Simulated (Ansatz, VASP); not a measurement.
## One calculation of Sb, two programs

The input INCAR:

```
PREC = Accurate
ENCUT = 520
EDIFF = 1E-6
ISMEAR = -1
SIGMA = 0.05
LREAL = F
LASPH = T
NELM = 80
ALGO = Normal
ISIF = 2
LWAVE = F
LCHARG = F
GGA = PE
NBANDS = 8
```

The input KPOINTS:

```
Automatic mesh
0
Gamma
  12 12 12
```

File POSCAR:

```
Sb
1.0
    0.0000000000      2.2819500000      2.3050000000
    2.2819500000      0.0000000000      2.3050000000
    2.2819500000      2.2819500000      0.0000000000
Sb
1
Direct
    0.0000000000      0.0000000000      0.0000000000
```

Input for Ansatz:

```yaml
crystal:
  lattice:
    - [0.0, 2.28195, 2.305]
    - [2.28195, 0.0, 2.305]
    - [2.28195, 2.28195, 0.0]
  atoms:
    - { symbol: Sb, position: [0.0, 0.0, 0.0] }
kpoints:
  mp_grid: { grid: [12, 12, 12] }
  band_path:
    path:
      - [0.0, 0.0, 0.0]
      - [0.0, 0.5, 0.5]
      - [0.25, 0.75, 0.5]
      - [0.0, 0.5, 0.0]
      - [0.0, 0.0, 0.0]
      - [0.5, 0.5, 0.0]
      - [0.3725125, 0.6274875, 0.0]
      - [-0.3725125, 0.3725125, 0.0]
      - [0.0, 0.0, 0.0]
    npoints: 5
scf:
  occupations: { method: fermi_dirac, width: 0.05 }
hamiltonian:
  xc: pbe
  pseudopotentials: { kind: all_electron, lapw: { basis_error: 0.001 } }
output:
  forces: true
  stress: true
  eigenvalues: true
```

Change from the starting cell: equal xx and yy strain of -1 %.

Alike in both runs: task single point; functional PBE; k mesh 12 × 12 × 12; occupations fermi-dirac, width 0.05 eV; no spin polarisation.

```csv
,VASP,Ansatz
version,VASP 6.6.1,Ansatz 0.2.0
potentials or method,"VASP PAW PBE potentials, release 64 (Sb)","all-electron LAPW, scalar-relativistic"
plane-wave cutoff (eV),520,see its input
```

Ansatz gave:

| Quantity | Value |
| --- | --- |
| pressure (GPa) | 10.7 |
| largest component of the traceless stress (GPa) | 0.04 |

Task: Estimate VASP's values.

Result: Pressure (GPa): 10.6; largest component of the traceless stress (GPa): 0.06.

Ansatz ran all-electron here, so the differences hold the error of VASP's frozen core and of both bases.

Spin-orbit coupling is left out, which matters for the levels of Sb.
